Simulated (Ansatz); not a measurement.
Wanted: the native input for an Ansatz 0.2.0 run.

| Quantity | Value |
| --- | --- |
| Task | band structure |
| Functional | LDA |
| Potentials or basis | Ansatz PAW |
| Cutoff | 420 eV (not typed: the program's choice for these potentials) |
| k mesh | 9 × 9 × 5 |
| Occupations | fermi-dirac, width 0.05 eV |
| Spin | no spin polarisation |
| Path | [["G", "M", "K", "G", "A", "L", "H", "A"], ["L", "M"], ["K", "H"]] |
| Points for each segment of the path | 14 |

Crystal: Sb.

```
Sb
1.0
     3.35453    0.00000    0.00000
    -1.67727    2.90511    0.00000
     0.00000    0.00000    5.47016
Sb
2
Direct
  0.66667 0.33333 0.75000
  0.33333 0.66667 0.25000
```

This isn't the form of Sb at room conditions, which is rhombohedral.

These files were run (other wordings do the same):

input.yaml

```yaml
crystal:
  lattice:
    - [3.3545324186, 0.0, 0.0]
    - [-1.6772662093, 2.9051102923, 0.0]
    - [0.0, 0.0, 5.47016065]
  atoms:
    - { symbol: Sb, position: [0.6666666667, 0.3333333333, 0.75] }
    - { symbol: Sb, position: [0.3333333333, 0.6666666667, 0.25] }
hamiltonian:
  xc: lda
  pseudopotentials: { kind: paw }
kpoints:
  mp_grid: { grid: [9, 9, 5] }
  band_path:
    path:
      - [[0.0, 0.0, 0.0], [0.5, 0.0, 0.0], [0.3333333333, 0.3333333333, 0.0], [0.0, 0.0, 0.0], [0.0, 0.0, 0.5], [0.5, 0.0, 0.5], [0.3333333333, 0.3333333333, 0.5], [0.0, 0.0, 0.5]]
      - [[0.5, 0.0, 0.5], [0.5, 0.0, 0.0]]
      - [[0.3333333333, 0.3333333333, 0.0], [0.3333333333, 0.3333333333, 0.5]]
    npoints: 14
scf:
  occupations: { method: fermi_dirac, width: 0.05 }
  n_extra_bands: 6
output:
  forces: true
  stress: true
  eigenvalues: true
  fatbands: true
  write_density: true
  write_potential: true
  elf: true
  volumetric_format: npy
```

Potentials or basis: Ansatz PAW.

Command:

```console
$ ansatz run input.yaml --threads 2 --pin off --max-ram 5632MiB --backend cpu --events-out ev --progress --plain --runs-dir out
```

It gave:

```
Pressure               : -2.7 GPa
Band gap on the k mesh : none (metal or under the smearing width)
```

Caveat: spin-orbit coupling is left out, which moves the levels of the heavy elements; the PAW data sets come from PBE, with cores solved anew for the run's functional, which leaves a small shift of forces and pressure.

Wall time 3.6 s on 2 threads of Arm Neoverse V1 (shared host), peak memory 0.33 GiB.
